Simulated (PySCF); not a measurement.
One formula, C4H6, several structures.

PySCF, wB97X-D/aug-cc-pVTZ, density fitting, gas phase; each molecule at its own PBE0-D3(BJ)/def2-TZVP geometry, one conformer. Singlet excitations by full TDDFT with frozen cores, triplets by Tamm–Dancoff TDDFT and ionisation energies by ΔSCF, from the lowest of the holes tried. 

Torsions of the conformers computed, which needn't be the lowest (atom-mapped SMILES):
- `[CH2:1]=[CH:2][CH:3]=[CH2:4]`: C1–C2–C3–C4 180°

Reference: `C#CCC`, with HOMO energy -9.55 eV, LUMO energy 0.86 eV, lowest singlet excitation 6.60 eV, lowest triplet excitation 5.58 eV, mean polarisability 48.9 au, dipole moment 0.85 D and vertical ionisation energy 10.08 eV.

Changes against it:

```json
{"molecule": "C1=CCC1", "Δ electronic energy (kcal/mol)": "-4.3", "Δ HOMO energy (eV)": "+0.55", "Δ LUMO energy (eV)": "+0.07", "Δ lowest singlet excitation (eV)": "-0.09", "Δ lowest triplet excitation (eV)": "-1.13", "Δ mean polarisability (au)": "-2.2", "Δ dipole moment (D)": "-0.70", "Δ vertical ionisation energy (eV)": "-0.68"}
{"molecule": "C=C1CC1", "Δ electronic energy (kcal/mol)": "+2.9", "Δ HOMO energy (eV)": "+0.27", "Δ LUMO energy (eV)": "+0.06", "Δ lowest singlet excitation (eV)": "+0.06", "Δ lowest triplet excitation (eV)": "-1.08", "Δ mean polarisability (au)": "+0.7", "Δ dipole moment (D)": "-0.38", "Δ vertical ionisation energy (eV)": "-0.44"}
{"molecule": "C=CC=C", "Δ electronic energy (kcal/mol)": "-13.8", "Δ HOMO energy (eV)": "+0.96", "Δ LUMO energy (eV)": "-0.05", "Δ lowest singlet excitation (eV)": "-0.76", "Δ lowest triplet excitation (eV)": "-2.24", "Δ mean polarisability (au)": "+7.4", "Δ dipole moment (D)": "-0.85", "Δ vertical ionisation energy (eV)": "-1.19"}
{"molecule": "C=C=CC", "Δ electronic energy (kcal/mol)": "-3.3", "Δ HOMO energy (eV)": "+0.50", "Δ LUMO energy (eV)": "+0.01", "Δ lowest singlet excitation (eV)": "-0.86", "Δ lowest triplet excitation (eV)": "-0.86", "Δ mean polarisability (au)": "+5.1", "Δ dipole moment (D)": "-0.39", "Δ vertical ionisation energy (eV)": "-0.70"}
```

Rows whose labels were lost:

```tsv
row	Δ electronic energy (kcal/mol)	Δ HOMO energy (eV)	Δ LUMO energy (eV)	Δ lowest singlet excitation (eV)	Δ lowest triplet excitation (eV)	Δ mean polarisability (au)	Δ dipole moment (D)	Δ vertical ionisation energy (eV)
P	+10.4	+0.67	+0.03	-0.16	+0.79	-4.5	-0.15	-0.81
Q	-6.3	+0.57	+0.01	-0.25	+0.03	+1.2	-0.84	-0.65
R	+14.9	+0.90	+0.02	-0.43	-1.21	-1.2	+0.08	-0.99
```

Question: Which row belongs to which of `C1[C@H]2C[C@@H]12`, `CC#CC` and `CC1=CC1`?

Answer: P = `C1[C@H]2C[C@@H]12`, Q = `CC#CC` and R = `CC1=CC1`. P and Q are told apart most clearly by the electronic energy (+10.4 against -6.3 kcal/mol); P and R are told apart most clearly by the lowest triplet excitation (+0.79 against -1.21 eV); Q and R are told apart most clearly by the electronic energy (-6.3 against +14.9 kcal/mol).

Question: Which row has the smallest HOMO–LUMO gap and which the largest, and does the HOMO or the LUMO shift more there?

Answer: Smallest, counted from the reference: `C=CC=C`, -1.01 eV (HOMO +0.96, LUMO -0.05), the larger shift being that of the HOMO. Largest: `C=C1CC1`, -0.21 eV (HOMO +0.27, LUMO +0.06), the larger shift being that of the HOMO. The gap of the reference itself lies above all of them.

wB97X-D is run here without its empirical dispersion term; that term would change no orbital, density or response property at a fixed geometry.
